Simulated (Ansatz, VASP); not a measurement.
**Ti: VASP beside Ansatz**

The input INCAR:

```
ALGO = Fast
EDIFF = 1E-6
ENCUT = 520
GGA = PS
ISIF = 2
ISMEAR = 0
LASPH = T
LCHARG = F
LREAL = F
LWAVE = F
NBANDS = 12
NELM = 60
PREC = Accurate
SIGMA = 0.15
```

Contents of KPOINTS:

```
k-points
0
Gamma
  20 20 20
```

POSCAR

```
Ti
1.0
   -1.6410000000      1.6410000000      1.6902300000
    1.6410000000     -1.6410000000      1.6902300000
    1.6410000000      1.6410000000     -1.6902300000
Ti
1
Direct
    0.0000000000      0.0000000000      0.0000000000
```

Input for Ansatz:

```yaml
crystal:
  lattice:
    - [-1.641, 1.641, 1.69023]
    - [1.641, -1.641, 1.69023]
    - [1.641, 1.641, -1.69023]
  atoms:
    - { symbol: Ti, position: [0.0, 0.0, 0.0] }
basis:
  ecutwfc: 420
kpoints:
  mp_grid: { grid: [20, 20, 20] }
hamiltonian:
  xc: pbesol
scf:
  occupations: { method: gaussian, width: 0.15 }
output:
  forces: true
  stress: true
  eigenvalues: true
  write_density: true
  write_potential: true
  elf: true
  volumetric_format: npy
```

Change from the starting cell: strain +0.000 along x and y, +0.030 along z, atoms carried along.

Alike in both runs: task single point; functional PBEsol; k mesh 20 × 20 × 20; occupations gaussian, width 0.15 eV; no spin polarisation.

|  | VASP | Ansatz |
| --- | --- | --- |
| version | VASP 6.6.1 | Ansatz 0.2.0 |
| potentials or method | VASP PAW PBE potentials, release 64 (Ti_sv) | scalar-relativistic, plane waves, PAW |
| plane-wave cutoff (eV) | 520 | 420 |
| valence electrons in the cell | 12 | 12 |

```tsv
	VASP	Ansatz	Ansatz less VASP
gap on the k mesh at the Fermi level (eV)	none	none	-
pressure (GPa)	-9.3	-9.1	+0.18
largest component of the traceless stress (GPa)	0.47	0.48	+0.003
```

A gap of «none» marks a metal or a gap that the smearing closes.

Caveats: the PAW data sets were made with another functional, which shifts forces and pressure a little (VASP).
